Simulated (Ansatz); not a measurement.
Space group P-6m2 (No. 187). a = 2.804 Å, b = 2.804 Å, c = 2.819 Å, α = 90.00°, β = 90.00°, γ = 120.00°
| atom | site | symmetry | x | y | z |
| --- | --- | --- | --- | --- | --- |
| Ti | 1e | -6m2 | 0.6667 | 0.3333 | 0.0000 |
| O | 1b | -6m2 | 0.0000 | 0.0000 | 0.5000 |

Equation of state of this TiO structure (not necessarily the ground state), with shape and atoms relaxed at each volume where symmetry leaves them free. It has no gap at any of these volumes. All numbers below come from DFT r2SCAN, scalar-relativistic, plane waves, PAW (Ansatz).

Plane waves to 500 eV, a k mesh through Γ of 18×18×14 on the computed 2-atom cell and Gaussian smearing (0.10 eV); no spin polarisation.

| V (Å³/atom) | E − E(largest V) (meV/atom) | P (GPa) |
| --- | --- | --- |
| 8.442 | 72.35 | 42.54 |
| 8.730 | 8.23 | 29.21 |
| 9.017 | -33.78 | 17.87 |
| 9.305 | -56.97 | 8.21 |
| 9.593 | -64.13 | -0.02 |
| 9.881 | -57.62 | -7.05 |
| 10.169 | -39.44 | -13.03 |
| 10.552 | 0.00 | -19.67 |

Q: Fit a third-order Birch–Murnaghan equation to E(V).

A: V0 = 9.59 Å³/atom, B0 = 253 GPa, B0' = 4.3.

Spin polarisation was left out, and a magnetic state may lie lower.

This form isn't the usual stable structure of the compound.